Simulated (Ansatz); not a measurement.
input.yaml

```yaml
crystal:
  lattice:
    - [3.8677060756, 0.0, 0.0]
    - [0.0, 3.8677060756, 0.0]
    - [0.0, 0.0, 27.3069653717]
  atoms:
    - { symbol: Si, position: [0.0, 0.5, 0.2746551987] }
    - { symbol: Si, position: [0.0, 0.0, 0.3247318212] }
    - { symbol: Si, position: [0.5, 0.0, 0.3748084437] }
    - { symbol: Si, position: [0.5, 0.5, 0.4248850662] }
    - { symbol: Si, position: [0.0, 0.5, 0.4749616887] }
    - { symbol: Si, position: [0.0, 0.0, 0.5250383113] }
    - { symbol: Si, position: [0.5, 0.0, 0.5751149338] }
    - { symbol: Si, position: [0.5, 0.5, 0.6251915563] }
    - { symbol: Si, position: [0.0, 0.5, 0.6752681788] }
    - { symbol: Si, position: [0.0, 0.0, 0.7253448013] }
basis:
  ecutwfc: 200
kpoints:
  mp_grid: { grid: [7, 7, 1] }
hamiltonian:
  xc: pbe
scf:
  occupations: { method: gaussian, width: 0.05 }
output:
  forces: true
  stress: true
  eigenvalues: true
efield:
  axis: 3
  dipole_correction: true
  ramp_width: 0.04
```

Command:
```bash
ansatz run input.yaml --threads 1 --pin off --max-ram 2560MiB --backend cpu --events-out ev --progress --plain --runs-dir out
```

The calculation used Ansatz, DFT PBE, scalar-relativistic, plane waves, PAW.

Abridged output:

```
Warning: basis.ecutwfc = 200 eV is below the records' recommended 420 eV, and the density's cutoff is lower with it unless basis.ecutrho_ratio is high enough to keep the records' density cutoff: compare with a run at a higher cutoff
Pseudopotentials: kind: paw
Pseudopotential: Si, paw, valence charge 4, recommended cutoff 420 eV (normal)
Functional definition: PBE
Crystal: 10 atoms, lattice volume = 408.489 Å³
Basis set: ecut = 200 eV, 2635 PW (Γ), exchange–correlation on 36×36×256 points (8 copies of the dense FFT grid, shifted against one another)
Bands: 30, of which v1, the nominal top of the filled ones, is band 20 counted from 1 (19 counted from 0)
Symmetry: 4 space group operations
k-points: 16 of 49
Initial density: superposition of atomic densities (neutral atoms: chi_scale 0, normalization atom), corrected by the library's trained network
Initial wavefunctions: pseudopotential atomic-orbital guess
Functional: x = pbe(κ = 0.804, μ = 0.21951497), c = pbe(β = 0.06672455)
SCF iter   1: F=—  HF=-6352.705081 eV  |F-HF|=—  |Δ(HF+E_count)|=         —  Δρ=2.99e-3  dr2=4.51e-2  ethr=1.77e-3  p=0.000 e·Å  D=8.88e-15 V/Å  ΔV_dip= 0.00 eV  dr2_dipole=3.16e-7  V_vac-E_F(+/−)=5.40/5.40 eV  ⟨swp⟩=7.9  Hψ=2935  notcnv=0  defer=7
efield: sawtooth ramp at fractional position 0.9800 (placed from the atoms, in the widest stretch of the axis that holds none; the zero of the levels goes with the place), width 0.0400; the density the first Hamiltonian is built on has a dipole p = 0.000 e·Å; the dipole correction subtracts the counter field D = 8.88e-15 V/Å, which shifts the + side's vacuum level by  0.00 eV against the − side's; the planar-averaged density in the ramp window peaks in size at 3.0e-5 e/Å³
SCF iter   2: F=—  HF=-6352.717217 eV  |F-HF|=—  |Δ(HF+E_count)|=   1.21e-2  Δρ=5.71e-4  dr2=7.15e-3  ethr=1.13e-4  p=0.000 e·Å  D=2.70e-5 V/Å  ΔV_dip= 0.00 eV  dr2_dipole=4.83e-7  V_vac-E_F(+/−)=5.43/5.43 eV  ⟨swp⟩=3.0  Hψ=1023  notcnv=0  defer=50
SCF iter   3: F=—  HF=-6352.717250 eV  |F-HF|=—  |Δ(HF+E_count)|=   3.34e-5  Δρ=2.72e-4  dr2=1.69e-3  ethr=1.79e-5  p=0.000 e·Å  D=1.09e-5 V/Å  ΔV_dip= 0.00 eV  dr2_dipole=8.85e-8  V_vac-E_F(+/−)=5.44/5.44 eV  ⟨swp⟩=2.3  Hψ=702  notcnv=0  defer=50
SCF iter   4: F=—  HF=-6352.717119 eV  |F-HF|=—  |Δ(HF+E_count)|=   1.32e-4  Δρ=1.32e-4  dr2=3.04e-4  ethr=4.22e-6  p=0.000 e·Å  D=3.60e-6 V/Å  ΔV_dip= 0.00 eV  dr2_dipole=3.24e-8  V_vac-E_F(+/−)=5.44/5.44 eV  ⟨swp⟩=2.9  Hψ=781  notcnv=0  defer=50
SCF iter   5: F=—  HF=-6352.717079 eV  |F-HF|=—  |Δ(HF+E_count)|=   3.92e-5  Δρ=3.49e-5  dr2=2.33e-5  ethr=7.61e-7  p=0.000 e·Å  D=5.26e-7 V/Å  ΔV_dip= 0.00 eV  dr2_dipole=3.60e-8  V_vac-E_F(+/−)=5.44/5.44 eV  ⟨swp⟩=2.6  Hψ=723  notcnv=0  defer=50
SCF iter   6: F=—  HF=-6352.723160 eV  |F-HF|=—  |Δ(HF+E_count)|=   6.08e-3  Δρ=1.70e-5  dr2=1.62e-6  ethr=5.82e-8  p=0.000 e·Å  D=3.36e-7 V/Å  ΔV_dip= 0.00 eV  dr2_dipole=1.20e-8  V_vac-E_F(+/−)=5.44/5.44 eV  ⟨swp⟩=2.0  Hψ=748  notcnv=0  defer=50
SCF iter   7: F=—  HF=-6352.723160 eV  |F-HF|=—  |Δ(HF+E_count)|=   4.22e-7  Δρ=4.35e-6  dr2=3.46e-7  ethr=4.04e-9  p=0.000 e·Å  D=4.39e-7 V/Å  ΔV_dip= 0.00 eV  dr2_dipole=1.43e-9  V_vac-E_F(+/−)=5.44/5.44 eV  ⟨swp⟩=2.1  Hψ=733  notcnv=0  defer=50
SCF iter   8: F=-6352.723160 eV  HF=-6352.723160 eV  |F-HF|=2.49e-8  |Δ(HF+E_count)|=   5.95e-8  Δρ=2.29e-6  dr2=6.34e-8  ethr=2.50e-10  p= 0.000 e·Å  D=-6.06e-9 V/Å  ΔV_dip=0.00 eV  dr2_dipole=1.25e-9  V_vac-E_F(+/−)=5.44/5.44 eV  ⟨swp⟩=11.8  Hψ=2503  notcnv=0
SCF 1 converged in 8 iterations: F = -6352.723160 eV  dr2 = 6.34e-8
SCF converged after 8 iterations
Free energy (F): -6352.723160 eV
Harris-Foulkes:  -6352.723160 eV  (|F-HF|=2.49e-8)
Internal energy: -6352.716886 eV  (E = F + TS)
E sigma→0 (E₀):  -6352.720023 eV
Entropy (-TS):   -0.006274 eV (-0.627 meV/atom)
Fermi energy:    0.230969 eV
Dipole field:    D = -0.000033 V/Å  (p = -0.000075 e·Å, saw-weighted, corrected)
Work function:   Φ+ = 5.4378 eV   Φ− = 5.4370 eV
Levels:          The Fermi level and band energies are counted from a zero that moves with the ramp; work functions are not
--- Per-component energies (eV) ---
  E_band       = -173.154434
  E_kinetic    = 389.011334
  E_local      = -11161.187224  (includes V_loc(G=0)·N_el)
  E_nonlocal   = 263.527210
  E_hartree    = 5408.974484
  E_xc         = -545.990474
  E_vxc        = -458.881579  (∫ρ·V_xc dr)
  E_paw        = -5126.714467  (= ΣΔE_a)
  E_vpaw       = -23.551640  (= ΣTr[D̂ρ^β])
  E_aug_tail   = 0.000240  (compensation charges beyond the density's cutoff)
  E_efield     = 0.000000  (sawtooth field / dipole correction)
  E_vefield    = 0.000000  (∫n·V_field dr)
  E_ewald      = 4419.662012
  E_smearing   = -0.006274  (= −TS)
--- Forces (eV/Å), atoms counted from 1 ---
  atom   1  Si     0.00000000     0.00000000    -0.06392440
  atom   2  Si     0.00000000     0.00000000    -0.06201810
  atom   3  Si     0.00000000     0.00000000     0.03483240
  atom   4  Si     0.00000000     0.00000000    -0.09527970
  atom   5  Si     0.00000000     0.00000000     0.02491034
  atom   6  Si     0.00000000     0.00000000    -0.02494887
  atom   7  Si     0.00000000     0.00000000     0.09530022
  atom   8  Si     0.00000000     0.00000000    -0.03481817
  atom   9  Si     0.00000000     0.00000000     0.06202535
  atom  10  Si     0.00000000     0.00000000     0.06393379
--- Stress (GPa, compression-positive) ---
       -0.573779       0.000000       0.000000
        0.000000       0.676086       0.000000
        0.000000       0.000000       0.574344
  P = ⅓ Tr σ = 0.2256 GPa (2.256 kbar)
--- Band table (eV; the first three rows and the last of 16) ---
  k-point 0: bands = ["-11.3238", "-10.7942", "-10.0378", "-9.0334", "-7.8061", "-6.3932", "-4.8224", "-3.1714", "-2.2647", "-2.2634", "-1.7966", "-1.7735", "-1.5213", "-1.1714", "-1.0821", "-0.4197", "-0.2363", "0.0745", "0.1808", "0.6416", "1.1834", "1.1847", "1.7706", "1.8122", "2.2205", "2.5166", "2.5647", "2.5795", "3.0574", "3.4773"]
  k-point 1: bands = ["-11.1513", "-10.6280", "-9.8832", "-8.9003", "-7.6252", "-6.4831", "-5.0544", "-3.7125", "-2.9682", "-2.5986", "-2.1897", "-2.1309", "-1.6530", "-1.6085", "-1.2154", "-0.9905", "-0.5101", "-0.2202", "0.3126", "0.4244", "1.4546", "1.9488", "2.3476", "2.5064", "2.5938", "2.7695", "3.0000", "3.2749", "3.5385", "3.6577"]
  k-point 2: bands = ["-10.6441", "-10.1501", "-9.4690", "-8.6448", "-7.1240", "-6.8467", "-5.8725", "-5.0275", "-4.0406", "-3.5388", "-3.0914", "-2.5629", "-1.7466", "-1.3857", "-1.3241", "-0.9876", "-0.7860", "-0.2761", "-0.1000", "0.0703", "1.9236", "2.4007", "2.6442", "2.6559", "2.6633", "2.7773", "3.7834", "3.9348", "3.9462", "4.0383"]
  k-point 15: bands = ["-8.3439", "-8.0349", "-7.7234", "-7.4652", "-7.2313", "-6.9518", "-6.6268", "-6.3769", "-5.9001", "-5.8932", "-3.4990", "-3.4735", "-2.8177", "-2.7942", "-2.6204", "-2.6050", "-2.3054", "-2.2877", "-0.3813", "-0.2514", "-0.1866", "0.0173", "1.7507", "1.9378", "2.2965", "2.3682", "3.2288", "3.4038", "3.9900", "4.2088"]
```

The run converged.

It took 7.2 s on 1 thread of Intel(R) Xeon(R) Platinum 8259CL CPU @ 2.50GHz (Skylake/Cascade Lake), on a shared host, peak memory 0.35 GiB.